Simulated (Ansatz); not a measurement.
Crystal: NiO.

```xyz
2
Lattice="0.0000 2.0859 2.0859 2.0859 0.0000 2.0859 2.0859 2.0859 0.0000" Properties=species:S:1:pos:R:3 pbc="T T T"
Ni    0.0000    0.0000    0.0000
O     2.0859    2.0859    2.0859
```

Base run:

- Program: Ansatz 0.2.0
- Functional: PBE
- Potentials or basis: Ansatz PAW earlier set
- Cutoff: 930 eV (not typed: the program's choice for these potentials)
- k mesh: 11 × 11 × 11
- Occupations: fermi-dirac, width 0.05 eV
- Spin: collinear spin, ferromagnetic start
- Starting moments: [1.0, 0.0] μB

Its results: band gap on the k mesh none (metal or under the smearing width); pressure 6.0 GPa; net moment 1.75 μB per cell; site moments Ni +1.42; O +0.28 μB.

Task: After a change of settings the same cell gave: band gap on the k mesh none (metal or under the smearing width); pressure 2.0 GPa; net moment 1.38 μB per cell; site moments Ni +1.14; O +0.19 μB. Which change was it?
A. functional from PBE to BPBE; potentials or basis from Ansatz PAW earlier set to Ansatz PAW; cutoff from 930 eV (not typed: the program's choice for these potentials) to 420 eV (not typed: the program's choice for these potentials)
B. potentials or basis from Ansatz PAW earlier set to Ansatz PAW; cutoff from 930 eV (not typed: the program's choice for these potentials) to 420 eV (not typed: the program's choice for these potentials); hubbard terms from none to Ni d U = 6 eV; hubbard projectors from none to ortho-atomic (the default)
C. functional from PBE to LDA; potentials or basis from Ansatz PAW earlier set to Ansatz PAW; cutoff from 930 eV (not typed: the program's choice for these potentials) to 420 eV (not typed: the program's choice for these potentials)
D. potentials or basis from Ansatz PAW earlier set to Ansatz PAW; cutoff from 930 eV (not typed: the program's choice for these potentials) to 420 eV (not typed: the program's choice for these potentials); k mesh from 11 × 11 × 11 to 4 × 4 × 4

Result: D.

Caveats: some runs use coarse meshes; a cell with one magnetic atom can't hold antiferromagnetic order, which such compounds often take; semilocal functionals often make such compounds metallic where correlation or magnetic order opens a gap, which also shifts bond lengths.
